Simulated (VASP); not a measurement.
**HgTe in VASP: how settings move the PBEsol single point**

Aim: see what changed inputs do to the PBEsol single point of zincblende HgTe.

The runs shown are made with VASP 6.6.1. PAW datasets, plane waves. Calculated at 0 K for a non-magnetic cell.

### Step 1. Starting point

The cell comes from an earlier relaxation with r2SCAN in another program.

Space group F-43m (No. 216), cubic; a = 6.578 Å in the conventional setting, 35.58 Å³ an atom. Near Hg stand 4 Te at 2.85 Å; near Te stand 4 Hg at 2.85 Å.

The structure in full:

```
CELL_PARAMETERS angstrom
0.00000 3.28916 3.28916
3.28916 0.00000 3.28916
3.28916 3.28916 0.00000
ATOMIC_POSITIONS crystal
Hg 0.00000 0.00000 0.00000
Te 0.25000 0.25000 0.25000
```

### Step 2. Baseline

Contents of INCAR:

```
ENCUT = 520.000000
SIGMA = 0.020000
EDIFF = 1.00e-07
GGA = PS
PREC = Accurate
IBRION = -1
ISIF = 2
ISMEAR = -1
NBANDS = 16
NELM = 120
NSW = 0
LASPH = .TRUE.
LCHARG = .FALSE.
LWAVE = .FALSE.
LREAL = .FALSE.
```

Contents of KPOINTS:

```
KPOINTS created by Atomic Simulation Environment
0
Gamma
6 6 6
0 0 0
```

Contents of POSCAR:

```
Hg Te
 1.0000000000000000
     0.0000000000000000    3.2891578873062031    3.2891578873062031
     3.2891578873062031    0.0000000000000000    3.2891578873062031
     3.2891578873062031    3.2891578873062031    0.0000000000000000
 Hg  Te
   1   1
Cartesian
  0.0000000000000000  0.0000000000000000  0.0000000000000000
  1.6445789436531015  1.6445789436531015  1.6445789436531015
```

A file KPOINTS_OPT adds named points for the levels; it doesn't enter the self-consistent loop.

Potentials: the recommended PBE PAW datasets, 18 valence electrons.

Started as:

```console
> mpirun -np 1 vasp_std
```

The closing lines of the self-consistent loop in OSZICAR:

```text
DAV:  11    -0.435840394437E+01   -0.68645E-05   -0.15692E-05   600   0.277E-02    0.180E-02
DAV:  12    -0.435840341292E+01    0.53145E-06   -0.23916E-06   624   0.105E-02    0.118E-02
DAV:  13    -0.435840341696E+01   -0.40366E-08   -0.18958E-07   664   0.296E-03
   1 F= -.43584034E+01 E0= -.43582266E+01  d E =-.353664E-03
```

Wall time 33 s (1 MPI rank of Intel Xeon Platinum 8488C, shared host); peak memory 0.22 GiB.

It gives: energy (σ→0) -4.3582 eV, pressure -1.07 GPa, gap on the mesh 0.00 eV.

### Step 3. Altered input 1

INCAR: that of step 2 with these lines changed.

```diff
@@ -15 +15,7 @@
 LREAL = .FALSE.
+LDAU = .TRUE.
+LDAUTYPE = 2
+LDAUL = 2 -1
+LDAUU = 3.0 0
+LDAUJ = 0 0
+LMAXMIX = 4
```

KPOINTS is that of step 2.

POSCAR is that of step 2.

Started as:

```console
> mpirun -np 1 vasp_std
```

Standard output, without the iteration lines:

```text
POSCAR found type information on POSCAR HgTe
 POSCAR found :  2 types and       2 ions
 -----------------------------------------------------------------------------
|                                                                             |
|                                                                             |
|     You enforced a specific xc type in the INCAR file but a different       |
|     I HOPE YOU KNOW WHAT YOU ARE DOING!                                     |
|                                                                             |
 -----------------------------------------------------------------------------

 LDA part: xc-table for (Slater+PW92), standard interpolation
 POSCAR, INCAR and KPOINTS ok, starting setup
 FFT: planning ... GRIDC
 FFT: planning ... GRID_SOFT
 FFT: planning ... GRID
 WAVECAR not read
 entering main loop
```

OSZICAR:

```text
N       E                     dE             d eps       ncg     rms          rms(c)
DAV:   1     0.105696383088E+03    0.10570E+03   -0.79394E+03   512   0.960E+02
DAV:   2     0.199851278379E+00   -0.10550E+03   -0.99801E+02   616   0.222E+02
DAV:   3    -0.377411644000E+01   -0.39740E+01   -0.39679E+01   608   0.467E+01
DAV:   4    -0.381135369000E+01   -0.37237E-01   -0.37236E-01   816   0.412E+00
DAV:   5    -0.381144033724E+01   -0.86647E-04   -0.86647E-04   624   0.181E-01    0.771E+00
DAV:   6    -0.363454299223E+01    0.17690E+00   -0.38122E-01   608   0.740E+00    0.545E+00
DAV:   7    -0.363117344573E+01    0.33695E-02   -0.89111E-02   544   0.201E+00    0.179E+00
DAV:   8    -0.363089740850E+01    0.27604E-03   -0.11681E-02   576   0.121E+00    0.494E-01
DAV:   9    -0.363101727674E+01   -0.11987E-03   -0.68406E-04   648   0.252E-01    0.131E-01
DAV:  10    -0.363104640796E+01   -0.29131E-04   -0.83030E-05   624   0.949E-02    0.421E-02
DAV:  11    -0.363105644863E+01   -0.10041E-04   -0.20413E-05   616   0.388E-02    0.284E-02
DAV:  12    -0.363105589826E+01    0.55037E-06   -0.16701E-06   608   0.120E-02    0.788E-03
DAV:  13    -0.363105599341E+01   -0.95153E-07   -0.12039E-06   576   0.596E-03    0.123E-02
DAV:  14    -0.363105602119E+01   -0.27777E-07   -0.93614E-08   512   0.234E-03
   1 F= -.36310560E+01 E0= -.36308792E+01  d E =-.353721E-03
```

Parts of OUTCAR:

```text
k-points           NKPTS =     16   k-points in BZ     NKDIM =     16   number of bands    NBANDS=     16

   NELECT =      18.0000    total number of electrons

   dimension x,y,z NGX =    36 NGY =   36 NGZ =   36
   dimension x,y,z NGXF=    72 NGYF=   72 NGZF=   72

  energy-cutoff  :      520.00
  volume of cell :       71.17
      direct lattice vectors                 reciprocal lattice vectors
     0.000000000  3.289157887  3.289157887    -0.152014594  0.152014594  0.152014594
     3.289157887  0.000000000  3.289157887     0.152014594 -0.152014594  0.152014594
     3.289157887  3.289157887  0.000000000     0.152014594  0.152014594 -0.152014594

 k-points in reciprocal lattice and weights: KPOINTS created by Atomic Simulation Env
   0.00000000  0.00000000  0.00000000       0.005
   0.16666667  0.00000000  0.00000000       0.037
   0.33333333  0.00000000  0.00000000       0.037
   0.50000000  0.00000000  0.00000000       0.019
   0.16666667  0.16666667  0.00000000       0.028
   0.33333333  0.16666667  0.00000000       0.111
   0.50000000  0.16666667  0.00000000       0.111
  -0.33333333  0.16666667  0.00000000       0.111
[... 8 more k-points ...]

 E-fermi :   2.2945

 k-point     1 :       0.0000    0.0000    0.0000
  band No.  band energies     occupation
      1      -9.2176      2.00000
      2      -5.7313      2.00000
      3      -5.7313      2.00000
      4      -5.7313      2.00000
      5      -5.3271      2.00000
      6      -5.3271      2.00000
      7       1.5565      2.00000
      8       2.2807      1.33336
      9       2.2807      1.33336
     10       2.2807      1.33336
     11       6.7327      0.00000
     12       6.7327      0.00000
     13       6.7327      0.00000
     14       8.7471      0.00000
     15      11.7083      0.00000
     16      11.7083      0.00000

 k-point     2 :       0.1667    0.0000    0.0000
  band No.  band energies     occupation
      1      -9.1145      2.00000
      2      -5.7043      2.00000
      3      -5.7043      2.00000
      4      -5.6446      2.00000
      5      -5.3291      2.00000
      6      -5.3291      2.00000
      7      -0.0003      2.00000
      8       2.0374      1.99999
      9       2.0374      1.99999
     10       3.1328      0.00000
     11       6.6603      0.00000
     12       7.0698      0.00000
     13       7.0698      0.00000
     14      10.0475      0.00000
     15      10.7880      0.00000
     16      10.7880      0.00000

 k-point     3 :       0.3333    0.0000    0.0000
  band No.  band energies     occupation
      1      -8.9051      2.00000
      2      -5.6568      2.00000
      3      -5.6568      2.00000
      4      -5.3239      2.00000
      5      -5.3239      2.00000
      6      -5.3222      2.00000
      7      -1.8182      2.00000
      8       1.6265      2.00000
      9       1.6265      2.00000
     10       3.1780      0.00000
     11       7.4107      0.00000
     12       7.4107      0.00000
     13       8.0561      0.00000
     14       9.8818      0.00000
     15      11.1072      0.00000
     16      11.1072      0.00000

[... the tables of k-points 4 to 16 left out ...]

  Total       -0.4910388     -0.4910388     -0.4910388     -0.0000000      0.0000000     -0.0000000
  in kB      -11.0545796    -11.0545796    -11.0545796     -0.0000000      0.0000000     -0.0000000
  external PRESSURE =     -11.0545796 kB  Pullay stress =       0.0000000 kB

 POSITION                                       TOTAL-FORCE (eV/Angst)
 -----------------------------------------------------------------------------------
      0.00000      0.00000      0.00000         0.000000      0.000000     -0.000000
      1.64458      1.64458      1.64458        -0.000000     -0.000000      0.000000
 -----------------------------------------------------------------------------------
    total drift:                               -0.000000     -0.000000     -0.000000

  FREE ENERGIE OF THE ION-ELECTRON SYSTEM (eV)
  ---------------------------------------------------
  free  energy   TOTEN  =        -3.6310560212 eV

  energy  without entropy=       -3.6307023001  energy(sigma->0) =       -3.63087916
```

It took 25 s on 1 MPI rank of Intel Xeon Platinum 8488C, shared host; peak memory 0.21 GiB.

Changed: LDAU = .TRUE., LDAUTYPE = 2, LDAUL = 2 -1, LDAUU = 3.0 0, LDAUJ = 0 0, LMAXMIX = 4. The run ends normally. Its total energy is on another scale than the reference's.

### Step 4. Altered input 2

Contents of INCAR:

```
ENCUT = 520.000000
SIGMA = 0.020000
EDIFF = 1.00e-07
PREC = Accurate
IBRION = -1
ISIF = 2
ISMEAR = -1
NBANDS = 16
NSW = 0
LASPH = .TRUE.
LCHARG = .FALSE.
LWAVE = .FALSE.
LREAL = .FALSE.
METAGGA = RSCAN
NELM = 95
```

Contents of KPOINTS:

```
KPOINTS created by Atomic Simulation Environment
0
Gamma
2 2 2
0 0 0
```

POSCAR is that of step 2.

Started as:

```console
> mpirun -np 1 vasp_std
```

Standard output, without the iteration lines:

```text
POSCAR found type information on POSCAR HgTe
 POSCAR found :  2 types and       2 ions
 -----------------------------------------------------------------------------
|                                                                             |
|                                                                             |
|     You enforced a specific xc type in the INCAR file but a different       |
|     I HOPE YOU KNOW WHAT YOU ARE DOING!                                     |
|                                                                             |
 -----------------------------------------------------------------------------

 LDA part: xc-table for (None), standard interpolation
 POSCAR, INCAR and KPOINTS ok, starting setup
 FFT: planning ... GRIDC
 FFT: planning ... GRID_SOFT
 FFT: planning ... GRID
 WAVECAR not read
 entering main loop
```

OSZICAR:

```text
N       E                     dE             d eps       ncg     rms          rms(c)
DAV:   1    -0.290289628157E+02   -0.29029E+02   -0.80641E+03    96   0.989E+02
DAV:   2    -0.136900722173E+03   -0.10787E+03   -0.99526E+02   104   0.222E+02
DAV:   3    -0.140745585881E+03   -0.38449E+01   -0.38218E+01   120   0.452E+01
DAV:   4    -0.140778469364E+03   -0.32883E-01   -0.32875E-01   136   0.376E+00
DAV:   5    -0.140778548099E+03   -0.78734E-04   -0.78734E-04   128   0.188E-01    0.726E+00
DAV:   6    -0.135920782238E+03    0.48578E+01   -0.27900E+00   112   0.195E+01    0.882E+00
DAV:   7    -0.135907458794E+03    0.13323E-01   -0.12763E-01   104   0.315E+00    0.564E+00
DAV:   8    -0.135907631579E+03   -0.17279E-03   -0.61011E-02    96   0.225E+00    0.135E+00
DAV:   9    -0.135910290638E+03   -0.26591E-02   -0.62871E-03   120   0.512E-01    0.337E-01
DAV:  10    -0.135910276570E+03    0.14068E-04   -0.21108E-03   104   0.457E-01    0.666E-02
DAV:  11    -0.135910300374E+03   -0.23804E-04   -0.94973E-05   112   0.101E-01    0.481E-02
DAV:  12    -0.135910309098E+03   -0.87236E-05   -0.26363E-05   112   0.495E-02    0.123E-02
DAV:  13    -0.135910311395E+03   -0.22968E-05   -0.40944E-06    96   0.166E-02    0.946E-03
DAV:  14    -0.135910311254E+03    0.14092E-06   -0.68915E-08   120   0.211E-03    0.550E-03
DAV:  15    -0.135910311251E+03    0.29729E-08   -0.54250E-08    88   0.247E-03
   1 F= -.13591031E+03 E0= -.13590554E+03  d E =-.954771E-02
```

Parts of OUTCAR:

```text
k-points           NKPTS =      3   k-points in BZ     NKDIM =      3   number of bands    NBANDS=     16

   NELECT =      18.0000    total number of electrons

   dimension x,y,z NGX =    36 NGY =   36 NGZ =   36
   dimension x,y,z NGXF=    72 NGYF=   72 NGZF=   72

  energy-cutoff  :      520.00
  volume of cell :       71.17
      direct lattice vectors                 reciprocal lattice vectors
     0.000000000  3.289157887  3.289157887    -0.152014594  0.152014594  0.152014594
     3.289157887  0.000000000  3.289157887     0.152014594 -0.152014594  0.152014594
     3.289157887  3.289157887  0.000000000     0.152014594  0.152014594 -0.152014594

 k-points in reciprocal lattice and weights: KPOINTS created by Atomic Simulation Env
   0.00000000  0.00000000  0.00000000       0.125
   0.50000000  0.00000000  0.00000000       0.500
   0.50000000  0.50000000  0.00000000       0.375

 E-fermi :   2.4798

 k-point     1 :       0.0000    0.0000    0.0000
  band No.  band energies     occupation
      1      -9.5031      2.00000
      2      -5.0959      2.00000
      3      -5.0959      2.00000
      4      -5.0959      2.00000
      5      -4.6281      2.00000
      6      -4.6281      2.00000
      7       1.8191      2.00000
      8       2.4659      1.33333
      9       2.4659      1.33333
     10       2.4659      1.33333
     11       7.0124      0.00000
     12       7.0124      0.00000
     13       7.0124      0.00000
     14       9.1440      0.00000
     15      12.3493      0.00000
     16      12.3493      0.00000

 k-point     2 :       0.5000    0.0000    0.0000
  band No.  band energies     occupation
      1      -8.9575      2.00000
      2      -4.9841      2.00000
      3      -4.9841      2.00000
      4      -4.6089      2.00000
      5      -4.6089      2.00000
      6      -4.3171      2.00000
      7      -2.8931      2.00000
      8       1.5381      2.00000
      9       1.5381      2.00000
     10       3.3208      0.00000
     11       7.7713      0.00000
     12       7.7713      0.00000
     13       9.4630      0.00000
     14      10.6265      0.00000
     15      12.8870      0.00000
     16      12.8870      0.00000

 k-point     3 :       0.5000    0.5000    0.0000
  band No.  band energies     occupation
      1      -8.7678      2.00000
      2      -4.8925      2.00000
      3      -4.7935      2.00000
      4      -4.7935      2.00000
      5      -4.5725      2.00000
      6      -4.1727      2.00000
      7      -2.9191      2.00000
      8       0.3162      2.00000
      9       0.3162      2.00000
     10       4.4839      0.00000
     11       5.1690      0.00000
     12      10.9202      0.00000
     13      11.5930      0.00000
     14      11.5930      0.00000
     15      13.2150      0.00000
     16      14.2687      0.00000

  Total        2.2608484      2.2608484      2.2608484     -0.0000000      0.0000000     -0.0000000
  in kB       50.8976654     50.8976654     50.8976654     -0.0000000      0.0000000     -0.0000000
  external PRESSURE =      50.8976654 kB  Pullay stress =       0.0000000 kB

 POSITION                                       TOTAL-FORCE (eV/Angst)
 -----------------------------------------------------------------------------------
      0.00000      0.00000      0.00000         0.000000      0.000000      0.000000
      1.64458      1.64458      1.64458         0.000000     -0.000000     -0.000000
 -----------------------------------------------------------------------------------
    total drift:                               -0.000000     -0.000000     -0.000000

  FREE ENERGIE OF THE ION-ELECTRON SYSTEM (eV)
  ---------------------------------------------------
  free  energy   TOTEN  =      -135.9103112508 eV

  energy  without entropy=     -135.9007635383  energy(sigma->0) =     -135.90553739
```

Wall time 33 s (1 MPI rank of Intel Xeon Platinum 8488C, shared host); peak memory 0.21 GiB.

Changed: METAGGA = RSCAN, NELM = 95, mesh 2×2×2. VASP runs to the end. Its total energy is on another scale than the reference's; the pressure goes from -1.1 to 5.1 GPa. The functional is now rSCAN, on datasets made with PBE. These settings are too coarse to quote the result as the crystal's.

### Step 5. All runs together

| run | changed | ending | energy change (meV/atom) | pressure (GPa) | gap on the mesh (eV; negative: overlap) | electronic steps | time | usable |
| --- | --- | --- | --- | --- | --- | --- | --- | --- |
| ref. | – | converged | 0 | -1.1 | 0.00 | 13 | 33 s | yes |
| 1 | LDAU = .TRUE., LDAUTYPE = 2, LDAUL = 2 -1, LDAUU = 3.0 0, LDAUJ = 0 0, LMAXMIX = 4 | converged | – | -1.1 | 0.00 | 14 | 25 s | yes |
| 2 | METAGGA = RSCAN, NELM = 95, mesh 2×2×2 | converged | – | 5.1 | 0.00 | 15 | 33 s | no |

Of 2 altered inputs, 1 ended normally on a faulty or unsound input, 1 gave usable results.
